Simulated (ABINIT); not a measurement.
TePb:

```
CELL_PARAMETERS angstrom
4.00229 0.00000 0.00000
0.00000 4.00229 0.00000
0.00000 0.00000 4.00229
ATOMIC_POSITIONS crystal
Pb 0.00000 0.00000 0.00000
Te 0.50000 0.50000 0.50000
```

Measurements of this composition are mostly on another form, of space group No. 225.

| Item | Value |
| --- | --- |
| Program | ABINIT 10.8.3 (patched build) |
| Task | single point |
| Functional | PBE |
| Potentials or basis | JTH PAW PBE v2.0 |
| Cutoff | 599 eV |
| k mesh | 7 × 7 × 7 |
| Occupations | fermi-dirac, width 0.05 eV |
| Spin | no spin polarisation |

On this cell: pressure 0.0 GPa; largest force zero by symmetry; band gap on the k mesh none (metal or under the smearing width).

The same run follows on a disturbed copy (atoms moved at random, drawn with an rms of 0.05 Å):

```
CELL_PARAMETERS angstrom
4.00229 0.00000 0.00000
0.00000 4.00229 0.00000
0.00000 0.00000 4.00229
ATOMIC_POSITIONS crystal
Pb 0.99039 0.00759 0.98972
Te 0.48334 0.49709 0.49934
```

**Question.** What does the disturbed cell give?

**Answer.** The energy (extrapolated to zero smearing) moves by -0.7 meV/atom; pressure 0.0 GPa; largest force 0.037 eV/Å; band gap on the k mesh none (metal or under the smearing width).

Forces in eV/Å, atoms in the order of the input:
```
Pb   0.016  0.025 -0.022
Te  -0.016 -0.025  0.022
```
